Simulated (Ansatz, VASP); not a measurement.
Pt in VASP and in Ansatz

The input INCAR:

```
PREC     = Accurate       # precision mode
ENCUT    = 520            # plane-wave cutoff, eV
EDIFF    = 1E-6           # SCF threshold, eV
ISMEAR   = 0              # smearing method
SIGMA    = 0.1            # smearing width, eV
LREAL    = F              # projectors in reciprocal space
LASPH    = T              # aspherical terms in the spheres
NELM     = 100            # most SCF steps
ALGO     = Fast           # electronic algorithm
ISIF     = 2              # what is computed and relaxed
LWAVE    = F              # write WAVECAR
LCHARG   = F              # write CHGCAR
GGA      = CA             # functional
NBANDS   = 17             # bands
```

File KPOINTS:

```
Automatic mesh
0
Gamma
  9 9 17
```

POSCAR

```
Pt
1.0
    3.8540230007      0.0000000000      0.0000549986
    0.0000000000      3.8540230011      0.0000000000
   -1.9269833735      0.0000000000      1.9734956961
Pt
2
Direct
    0.0000000000      0.0000000000      0.0000000000
    0.5000000000      0.5000000000      0.0000000000
```

Input for Ansatz:

```yaml
crystal:
  lattice:
    - [3.8540230007, 0.0, 5.49986e-05]
    - [0.0, 3.8540230011, 0.0]
    - [-1.9269833735, 0.0, 1.9734956961]
  atoms:
    - { symbol: Pt, position: [0.0, 0.0, 0.0] }
    - { symbol: Pt, position: [0.5, 0.5, 0.0] }
basis:
  ecutwfc: 420
kpoints:
  mp_grid: { grid: [9, 9, 17] }
hamiltonian:
  xc: lda
scf:
  occupations: { method: gaussian, width: 0.1 }
output:
  forces: true
  stress: true
  eigenvalues: true
```

Change from the starting cell: band edges of the strained film's bulk.

Alike in both runs: task single point; functional LDA; k mesh 9 × 9 × 17; occupations gaussian, width 0.1 eV; no spin polarisation.

```csv
,VASP,Ansatz
version,VASP 6.6.1,Ansatz 0.2.0
potentials or method,"VASP PAW LDA potentials, release 64 (Pt)","scalar-relativistic, plane waves, PAW"
plane-wave cutoff (eV),520,420
valence electrons in the cell,20,36
```

```tsv
	VASP	Ansatz	Ansatz less VASP
gap on the k mesh at the Fermi level (eV)	none	none	-
pressure (GPa)	2.9	2.2	-0.71
largest component of the traceless stress (GPa)	2.21	2.22	+0.015
```

A gap of «none» marks a metal or a gap that the smearing closes. The two sets of potentials don't hold the same shells in valence. Ansatz warned: «near_symmetry_operations_not_taken».

Spin-orbit coupling is left out, which matters for the levels of Pt.
